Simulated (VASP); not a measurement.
Calculation: PBE GGA, VASP's PBE PAW potentials (set 64) (plane waves; VASP).

VASP ran on this input.

### INCAR
```
! general
SYSTEM=LiI
PREC  =Normal
ENCUT =500   ! plane-wave cut-off (eV)
LREAL =F
LASPH =T   ! aspherical one-centre terms

! electronic loop
EDIFF =1E-8
NELM  =100   ! most electronic steps
ALGO  =Normal   ! blocked Davidson

! smearing
ISMEAR=0   ! Gaussian
SIGMA =0.01   ! width (eV)

! functional
GGA   =PE   ! PBE

! output
LWAVE =T
LCHARG=F
```

### POSCAR
```
LiI
1
    0.0000000000     3.0100000000     3.0100000000
    3.0100000000     0.0000000000     3.0100000000
    3.0100000000     3.0100000000     0.0000000000
Li I
1 1
Direct
  0.0000000000   0.0000000000   0.0000000000
  0.5000000000   0.5000000000   0.5000000000
```

KPOINTS:
```
Automatic
0
gamma
6 6 6
0 0 0
```

POTCAR, in this order: Li_sv_GW I_GW (PBE.64 set). Program: vasp_std.

What VASP printed:

### OSZICAR
```
       N       E                     dE             d eps       ncg     rms          rms(c)
DAV:   1     0.293178407115E+02    0.29318E+02   -0.33674E+03   288   0.833E+02
DAV:   2    -0.568487270962E+01   -0.35003E+02   -0.33055E+02   365   0.147E+02
DAV:   3    -0.757240745023E+01   -0.18875E+01   -0.18867E+01   397   0.329E+01
DAV:   4    -0.760034600560E+01   -0.27939E-01   -0.27937E-01   403   0.412E+00
DAV:   5    -0.760118731715E+01   -0.84131E-03   -0.84129E-03   402   0.542E-01    0.489E+00
DAV:   6    -0.760183525200E+01   -0.64793E-03   -0.91230E-03   349   0.625E-01    0.302E+00
DAV:   7    -0.760830850160E+01   -0.64732E-02   -0.16806E-02   327   0.920E-01    0.907E-02
DAV:   8    -0.760859788016E+01   -0.28938E-03   -0.87783E-04   353   0.176E-01    0.313E-02
DAV:   9    -0.760871517022E+01   -0.11729E-03   -0.15346E-04   317   0.860E-02    0.990E-03
DAV:  10    -0.760872098112E+01   -0.58109E-05   -0.23755E-05   383   0.322E-02    0.283E-03
DAV:  11    -0.760872082815E+01    0.15297E-06   -0.66410E-07   372   0.639E-03    0.748E-04
DAV:  12    -0.760872075873E+01    0.69420E-07   -0.60532E-08   366   0.218E-03    0.170E-04
DAV:  13    -0.760872080344E+01   -0.44715E-07   -0.27491E-09   256   0.490E-04    0.162E-04
DAV:  14    -0.760872080832E+01   -0.48741E-08   -0.11171E-09   165   0.243E-04
   1 F= -.76087208E+01 E0= -.76087208E+01  d E =-.959038-132
```

### OUTCAR
```
------------------------ aborting loop because EDIFF is reached ----------------------------------------
  FORCE on cell =-STRESS in cart. coord.  units (eV):
  Direction    XX          YY          ZZ          XY          YZ          ZX
  --------------------------------------------------------------------------------------
  Total       -0.1377532     -0.1377532     -0.1377532     -0.0000000     -0.0000000     -0.0000000
  in kB       -4.0465289     -4.0465289     -4.0465289     -0.0000000     -0.0000000     -0.0000000
  external PRESSURE =      -4.0465289 kB  Pullay stress =       0.0000000 kB
  volume of cell :       54.54
      direct lattice vectors                 reciprocal lattice vectors
     0.000000000  3.010000000  3.010000000    -0.166112957  0.166112957  0.166112957
     3.010000000  0.000000000  3.010000000     0.166112957 -0.166112957  0.166112957
     3.010000000  3.010000000  0.000000000     0.166112957  0.166112957 -0.166112957
 POSITION                                       TOTAL-FORCE (eV/Angst)
 -----------------------------------------------------------------------------------
      0.00000      0.00000      0.00000         0.000000      0.000000      0.000000
      3.01000      3.01000      3.01000        -0.000000     -0.000000     -0.000000
 -----------------------------------------------------------------------------------
    total drift:                               -0.000000     -0.000000     -0.000000
  FREE ENERGIE OF THE ION-ELECTRON SYSTEM (eV)
  ---------------------------------------------------
  free  energy   TOTEN  =        -7.6087208083 eV

  energy  without entropy=       -7.6087208083  energy(sigma->0) =       -7.60872081
```
(Selected blocks of OUTCAR.)

### OUTCAR
```
 val. band max:        1.9142154033   @ k =   0.0000   0.0000   0.0000

 cond. band min:       6.1491726677   @ k =   0.0000   0.0000   0.0000


 Fermi energy:         2.0858337514

 k-point     1 :       0.0000    0.0000    0.0000
  band No.  band energies     occupation
      1     -43.4421      2.00000
      2      -9.7142      2.00000
      3       1.9142      2.00000
      4       1.9142      2.00000
      5       1.9142      2.00000
      6       6.1492      0.00000
      7      10.2406      0.00000
      8      10.2406      0.00000
      9      10.2406      0.00000

 k-point     2 :       0.1667    0.0000    0.0000
  band No.  band energies     occupation
      1     -43.4408      2.00000
      2      -9.5973      2.00000
      3       0.9319      2.00000
      4       1.8399      2.00000
      5       1.8399      2.00000
      6       6.8457      0.00000
      7       9.6559      0.00000
      8       9.7328      0.00000
      9       9.7328      0.00000

 k-point     3 :       0.3333    0.0000    0.0000
  band No.  band energies     occupation
      1     -43.4410      2.00000
      2      -9.3405      2.00000
      3      -0.4597      2.00000
      4       1.7055      2.00000
      5       1.7055      2.00000
      6       6.7464      0.00000
      7       8.5577      0.00000
      8       8.5577      0.00000
      9      10.9665      0.00000

 k-point     4 :       0.5000    0.0000    0.0000
  band No.  band energies     occupation
      1     -43.4399      2.00000
      2      -9.1980      2.00000
      3      -1.0377      2.00000
      4       1.6444      2.00000
      5       1.6444      2.00000
      6       6.4994      0.00000
      7       8.1375      0.00000
      8       8.1375      0.00000
      9      11.6218      0.00000

 k-point     5 :       0.1667    0.1667    0.0000
  band No.  band energies     occupation
      1     -43.4406      2.00000
      2      -9.5569      2.00000
      3       1.0274      2.00000
...
```

Unless said otherwise, spin-orbit coupling is left out, though it shifts the bands of the heavy elements here.

The compound is LiI in the rock salt structure. The cell was not relaxed at this level.
